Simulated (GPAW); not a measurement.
**Al2Pt in GPAW: the effect of target pressure**

The system is Al2Pt.

```
Pt Al
1.0
     0.00000    2.95500    2.95500
     2.95500    0.00000    2.95500
     2.95500    2.95500    0.00000
Pt Al
1 2
Direct
  0.00000 0.00000 0.00000
  0.75000 0.75000 0.75000
  0.25000 0.25000 0.25000
```

Alike in all runs:

| Quantity | Value |
| --- | --- |
| Program | GPAW 26.7.0 |
| Task | relaxation of cell and atoms |
| Functional | PBEsol |
| Potentials or basis | PAW data sets generated in the run's folder for this functional |
| Cutoff | 600 eV |
| Basis | pw |
| k mesh | 8 × 8 × 8 |
| Occupations | fermi-dirac, width 0.05 eV |
| Spin | no spin polarisation |

Each run relaxes the cell or the atoms first.

```csv
target pressure,target pressure,relaxed volume (Å³/atom)
0 GPa,-,17.14
2 GPa,2 GPa,16.90
5 GPa,5 GPa,?
10 GPa,10 GPa,16.10
20 GPa,20 GPa,15.32
30 GPa,30 GPa,14.68
```

Problem. What does the run with target pressure 5 GPa give?

Solution. Relaxed volume 16.58 Å³/atom.

Worked out: In Murnaghan's law V^(-B') rises as a straight line in P. The other rows fit best with B' = 3.8, V0 = 17.14 Å³/atom and B0 = 143 GPa, which gives 16.58 Å³/atom at 5 GPa, against the run's 16.58.

Caveats: later steps reuse the first step's grids.
